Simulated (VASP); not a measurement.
# Nd (Im-3m) in VASP: notebook, part 3 of 3

VASP 6.6.1. The steps go on from the part before.

### 6 Single point, PBE, collinear spin, ferromagnetic start

INCAR reads:

```
SYSTEM = Nd
  ADDGRID = .False.
  ALGO = Normal
  EDIFF = 1E-6
  ENCUT = 520
  GGA = PE
  ISIF = 2
  ISMEAR = -1
  ISPIN = 2
  LASPH = .True.
  LCHARG = .False.
  LMAXMIX = 6
  LORBIT = 11
  LREAL = .False.
  LWAVE = .False.
  MAGMOM = 3
  NBANDS = 16
  NELM = 100
  PREC = Accurate
  SIGMA = 0.1
```

KPOINTS reads:

```
k-points
0
Gamma
  4 4 4
  0 0 0
```

POSCAR reads:

```
Nd
1.0
   -2.0754700287      2.0754700287      2.0754700287
    2.0754700287     -2.0754700287      2.0754700287
    2.0754700287      2.0754700287     -2.0754700287
Nd
1
Direct
    0.0000000000      0.0000000000      0.0000000000
```

Potentials or basis: VASP PAW PBE potentials, release 64 (Nd_3), 4f in core.

Launch:

```
cat potpaw_PBE.64/Nd_3/POTCAR > POTCAR
mpirun -np 1 vasp_std > vasp.out
```

OUTCAR:

```text
SYSTEM = Nd
   EDIFF = 1E-6
   ENCUT = 520
   GGA = PE
   ISIF = 2
   ISMEAR = -1
   ISPIN = 2
   LASPH = .True.
   LORBIT = 11
   LREAL = .False.
   NELM = 100
   PREC = Accurate

 Found      8 irreducible k-points:

 Following reciprocal coordinates:
            Coordinates               Weight
  0.000000  0.000000  0.000000      1.000000
  0.250000  0.000000  0.000000     12.000000
  0.500000  0.000000  0.000000      6.000000
  0.250000  0.250000  0.000000     24.000000
  0.250000  0.250000  0.250000      2.000000
 -0.250000  0.250000  0.250000      6.000000
   k-points           NKPTS =      8   k-points in BZ     NKDIM =      8   number of bands    NBANDS=     16
   number of dos      NEDOS =    301   number of ions     NIONS =      1
   total plane-waves  NPLWV =  21952
   dimension x,y,z NGX =    28 NGY =   28 NGZ =   28
   dimension x,y,z NGXF=    56 NGYF=   56 NGZF=   56
   ions per type =               1
   NGX,Y,Z   is equivalent  to a cutoff of  12.95, 12.95, 12.95 a.u.
   NGXF,Y,Z  is equivalent  to a cutoff of  25.90, 25.90, 25.90 a.u.
 SYSTEM =  Nd
   PREC   = accura    normal or accurate (medium, high low for compatibility)
   ISTART =      0    job   : 0-new  1-cont  2-samecut
   ICHARG =      2    charge: 1-file 2-atom 10-const
   ISPIN  =      2    spin polarized calculation?
   LNONCOLLINEAR =      F non collinear calculations
   LSORBIT =      F    spin-orbit coupling
   LASPH  =      T    aspherical Exc in radial PAW
   ENCUT  =  520.0 eV  38.22 Ry    6.18 a.u.   6.68  6.68  6.68*2*pi/ulx,y,z
   NELM   =    100;   NELMIN=  2; NELMDL= -5     # of ELM steps
   EDIFF  = 0.1E-05   stopping-criterion for ELM
   LREAL  =      F    real-space projection
   EDIFFG = 0.1E-04   stopping-criterion for IOM
   NSW    =      0    number of steps for IOM
   IBRION =     -1    ionic relax: 0-MD 1-quasi-New 2-CG
   NFREE  =      0    steps in history (QN), initial steepest desc. (CG)
   ISIF   =      2    stress and relaxation
   ISYM   =      2    0-nonsym 1-usesym 2-fastsym
   POTIM  = 0.5000    time-step for ionic-motion
   TEBEG  =    0.0;   TEEND  =   0.0 temperature during run
   PSTRESS=    0.0 pullay stress
   NELECT =      11.0000    total number of electrons
   NUPDOWN=      -1.0000    fix difference up-down
   EMIN   =  10.00;   EMAX   =-10.00  energy-range for DOS
   EFERMI =   0.00;   METHOD = LEGACY
   ISMEAR =    -1;   SIGMA  =   0.10  broadening in eV -4-tet -1-fermi 0-gaus
   EFERMI_NEDOS =   21; number of points for ismear=-14 and -15
   IALGO  =     38    algorithm
   IMIX   =      4    mixing-type and parameters
     AMIX     =   0.40;   BMIX     =  1.00
     AMIX_MAG =   1.60;   BMIX_MAG =  1.00
  volume/ion in A,a.u.               =      35.76       241.33
  Fermi-wavevector in a.u.,A,eV,Ry     =   1.105103  2.088341 16.616139  1.221252
  Thomas-Fermi vector in A             =   2.241585
   LORBIT       =     11    0 simple, 1 ext, 2 COOP (PROOUT), +10 PAW based schemes
   GGA     = PE    functional components
   LHFCALC =     F    Hartree Fock is set to
   AEXX    =    0.0000 exact exchange contribution
   IVDW    =     0    specifies the selected vdW correction
   LEPSILON=     F    determine dielectric tensor
   LRPA    =     F    only Hartree local field effects (RPA)
 spin polarized calculation
  energy-cutoff  :      520.00
  volume of cell :       35.76
 maximum number of plane-waves:       978
 NGX is ok and might be reduce to    28
   NGX = 13   NGY = 13   NGZ = 13

 number of electron      11.0000000 magnetization       0.0024139

 number of electron      11.0000000 magnetization      -0.0013906

 Free energy of the ion-electron system (eV)
  ---------------------------------------------------
  ext. energy  EPLUGINS =         0.00000000
  ---------------------------------------------------
  free energy    TOTEN  =        -4.59220983 eV

  energy without entropy =       -4.50846754  energy(sigma->0) =       -4.55033868

 E-fermi :   3.2805     XC(G=0):  -9.5989

 val. band max:        3.2389959467   @ k =   0.2500   0.2500   0.0000
 cond. band min:       3.4090107882   @ k =  -0.2500   0.2500   0.2500
 fundamental gap:      0.1700148415
 Fermi energy:         3.2805465234

 spin component 1

 k-point     1 :       0.0000    0.0000    0.0000
  band No.  band energies     occupation
      1     -34.6921      1.00000
      2     -15.3213      1.00000
      3     -15.3213      1.00000
      4     -15.3213      1.00000
      5      -0.6107      1.00000
      6       4.7653      0.00000
[... 8 lines left out ...]
     15      20.6419      0.00000
     16      22.3099      0.00000

 k-point     2 :       0.2500    0.0000    0.0000
  band No.  band energies     occupation
      1     -34.6328      1.00000
      2     -15.8302      1.00000
      3     -15.4785      1.00000
      4     -15.3259      1.00000
      5       0.8430      1.00000
      6       3.8429      0.00360
[... 8 lines left out ...]
     15      18.4386      0.00000
     16      19.8770      0.00000

 k-point     3 :       0.5000    0.0000    0.0000
  band No.  band energies     occupation
      1     -34.5724      1.00000
      2     -16.2908      1.00000
      3     -15.6289      1.00000
      4     -15.3308      1.00000
      5       1.3590      1.00000
      6       3.1654      0.75985
[... 8 lines left out ...]
     15      20.9086      0.00000
     16      21.5664      0.00000

 k-point     4 :       0.2500    0.2500    0.0000
  band No.  band energies     occupation
      1     -34.5725      1.00000
      2     -16.1180      1.00000
      3     -15.7342      1.00000
      4     -15.4254      1.00000
      5       2.2775      0.99996
      6       3.2390      0.60241
[... 8 lines left out ...]
     15      18.9549      0.00000
     16      21.4208      0.00000

 k-point     5 :       0.2500    0.2500    0.2500
  band No.  band energies     occupation
      1     -34.5637      1.00000
      2     -15.8173      1.00000
      3     -15.8173      1.00000
      4     -15.8173      1.00000
      5       3.4652      0.13633
      6       3.4652      0.13633
[... 8 lines left out ...]
     15      19.2133      0.00000
     16      19.2133      0.00000

 k-point     6 :      -0.2500    0.2500    0.2500
  band No.  band energies     occupation
      1     -34.5815      1.00000
      2     -15.8508      1.00000
      3     -15.6494      1.00000
      4     -15.6494      1.00000
      5       2.0234      1.00000
      6       3.4099      0.21530
[... 8 lines left out ...]
     15      19.4941      0.00000
     16      19.4941      0.00000

 [... further k-points ...]

 spin component 2

 k-point     1 :       0.0000    0.0000    0.0000
  band No.  band energies     occupation
      1     -34.6925      1.00000
      2     -15.3216      1.00000
      3     -15.3216      1.00000
      4     -15.3216      1.00000
      5      -0.6119      1.00000
      6       4.7646      0.00000
[... 8 lines left out ...]
     15      20.6408      0.00000
     16      22.3091      0.00000

 k-point     2 :       0.2500    0.0000    0.0000
  band No.  band energies     occupation
      1     -34.6331      1.00000
      2     -15.8306      1.00000
      3     -15.4788      1.00000
      4     -15.3262      1.00000
      5       0.8419      1.00000
      6       3.8420      0.00363
[... 8 lines left out ...]
     15      18.4375      0.00000
     16      19.8761      0.00000

 k-point     3 :       0.5000    0.0000    0.0000
  band No.  band energies     occupation
      1     -34.5728      1.00000
      2     -16.2912      1.00000
      3     -15.6292      1.00000
      4     -15.3312      1.00000
      5       1.3580      1.00000
      6       3.1645      0.76137
[... 8 lines left out ...]
     15      20.9075      0.00000
     16      21.5654      0.00000

 k-point     4 :       0.2500    0.2500    0.0000
  band No.  band energies     occupation
      1     -34.5729      1.00000
      2     -16.1184      1.00000
      3     -15.7346      1.00000
      4     -15.4258      1.00000
      5       2.2765      0.99996
      6       3.2381      0.60455
[... 8 lines left out ...]
     15      18.9539      0.00000
     16      21.4198      0.00000

 k-point     5 :       0.2500    0.2500    0.2500
  band No.  band energies     occupation
      1     -34.5640      1.00000
      2     -15.8177      1.00000
      3     -15.8177      1.00000
      4     -15.8177      1.00000
      5       3.4642      0.13741
      6       3.4642      0.13741
[... 8 lines left out ...]
     15      19.2121      0.00000
     16      19.2121      0.00000

 k-point     6 :      -0.2500    0.2500    0.2500
  band No.  band energies     occupation
      1     -34.5818      1.00000
      2     -15.8512      1.00000
      3     -15.6498      1.00000
      4     -15.6498      1.00000
      5       2.0223      1.00000
      6       3.4090      0.21676
[... 8 lines left out ...]
     15      19.4930      0.00000
     16      19.4930      0.00000

 [... further k-points ...]
[... 5 lines left out ...]
  --------------------------------------------------------------------------------------
  -------------------------------------------------------------------------------------
  Total        0.0852468      0.0852468      0.0852468     -0.0000000     -0.0000000     -0.0000000
  in kB        3.8192598      3.8192598      3.8192598     -0.0000000     -0.0000000     -0.0000000
  external PRESSURE =       3.8192598 kB  Pullay stress =       0.0000000 kB

 VOLUME and BASIS-vectors are now :
 -----------------------------------------------------------------------------
  energy-cutoff  :      520.00
  volume of cell :       35.76
      direct lattice vectors                 reciprocal lattice vectors
    -2.075470029  2.075470029  2.075470029     0.000000000  0.240909285  0.240909285
     2.075470029 -2.075470029  2.075470029     0.240909285  0.000000000  0.240909285
     2.075470029  2.075470029 -2.075470029     0.240909285  0.240909285  0.000000000

 POSITION                                       TOTAL-FORCE (eV/Angst)
 -----------------------------------------------------------------------------------
      0.00000      0.00000      0.00000         0.000000      0.000000      0.000000
 -----------------------------------------------------------------------------------
    total drift:                               -0.000000     -0.000000     -0.000000

  FREE ENERGIE OF THE ION-ELECTRON SYSTEM (eV)
  ---------------------------------------------------
  free  energy   TOTEN  =        -4.5922098276 eV

  energy  without entropy=       -4.5084675407  energy(sigma->0) =       -4.55033868

 total charge

# of ion       s       p       d       tot
------------------------------------------
    1        2.154   5.779   0.940   8.872

 magnetization (x)

# of ion       s       p       d       tot
------------------------------------------
    1       -0.000  -0.000  -0.001  -0.001
```

OSZICAR:

```text
N       E                     dE             d eps       ncg     rms          rms(c)
DAV:   1     0.677471439817E+02    0.67747E+02   -0.53289E+03   512   0.640E+02
DAV:   2    -0.202846598048E+01   -0.69776E+02   -0.67549E+02   696   0.168E+02
DAV:   3    -0.376053789549E+01   -0.17321E+01   -0.17229E+01   640   0.230E+01
DAV:   4    -0.379390602121E+01   -0.33368E-01   -0.33364E-01   600   0.294E+00
DAV:   5    -0.379468063802E+01   -0.77462E-03   -0.77461E-03   664   0.324E-01    0.927E+00
DAV:   6    -0.456542958966E+01   -0.77075E+00   -0.21735E-01   560   0.303E+00    0.323E+00
DAV:   7    -0.459579542342E+01   -0.30366E-01   -0.65608E-02   568   0.170E+00    0.136E+00
DAV:   8    -0.459574453001E+01    0.50893E-04   -0.34893E-02   648   0.107E+00    0.490E-01
DAV:   9    -0.459134586008E+01    0.43987E-02   -0.41060E-03   768   0.310E-01    0.148E-01
DAV:  10    -0.459145921691E+01   -0.11336E-03   -0.59408E-04   696   0.168E-01    0.817E-02
DAV:  11    -0.459188234976E+01   -0.42313E-03   -0.30331E-04   592   0.893E-02    0.360E-02
DAV:  12    -0.459199939261E+01   -0.11704E-03   -0.39986E-05   664   0.316E-02    0.275E-02
DAV:  13    -0.459207746465E+01   -0.78072E-04   -0.15166E-05   576   0.226E-02    0.178E-02
DAV:  14    -0.459215490517E+01   -0.77441E-04   -0.26630E-05   656   0.299E-02    0.122E-02
DAV:  15    -0.459220188212E+01   -0.46977E-04   -0.38755E-05   664   0.336E-02    0.422E-03
DAV:  16    -0.459220813039E+01   -0.62483E-05   -0.54168E-06   704   0.130E-02    0.278E-03
DAV:  17    -0.459220972625E+01   -0.15959E-05   -0.16646E-06   576   0.759E-03    0.651E-04
DAV:  18    -0.459220982761E+01   -0.10136E-06   -0.40581E-07   256   0.388E-03
   1 F= -.45922098E+01 E0= -.45503387E+01  d E =-.837423E-01  mag=    -0.0007
```

stdout:

```text
POSCAR found type information on POSCAR Nd
 POSCAR found :  1 types and       1 ions
 scaLAPACK will be used
 LDA part: xc-table for (Slater+PW92), standard interpolation
 POSCAR, INCAR and KPOINTS ok, starting setup
 FFT: planning ... GRIDC
 FFT: planning ... GRID_SOFT
 FFT: planning ... GRID
 WAVECAR not read
 entering main loop
```

It took 15 s on 1 thread of Intel Xeon Platinum 8488C (Sapphire Rapids), shared host; peak memory 0.17 GiB.

These settings aren't checked as converged: the numbers below hold their error.

What came out:

```yaml
Free_energy: -4.5922 eV
Pressure: 0.4 GPa
Band_gap_on_the_k_mesh: none (metal or under the smearing width)
Net_moment: 0.00 μB per cell
Valence_electrons_inside_the_program's_atomic_spheres: Nd 8.87
```

Caveat: the k mesh is coarse (spacing up to 0.54 Å⁻¹), so the values aren't converged; the magnetic or orbital state may not be the lowest; spin-orbit coupling is left out, which moves the levels of the heavy elements; the 4f electrons are frozen in the core as for a trivalent ion, so they carry no moment and show no levels.

### 7 For comparison

An earlier run on the cell as given: functional PBE; potentials or basis VASP PAW PBE potentials, release 64 (Nd); cutoff 520 eV; k mesh 9 × 9 × 9; occupations fermi-dirac, width 0.05 eV; collinear spin, ferromagnetic start; starting moments [3.0] μB.

* Pressure: -0.1 GPa
* Band gap on the k mesh: none (metal or under the smearing width)
* Net moment: 4.08 μB per cell
* Site moments: Nd +3.37 μB
* Valence electrons inside the program's atomic spheres: Nd 11.23
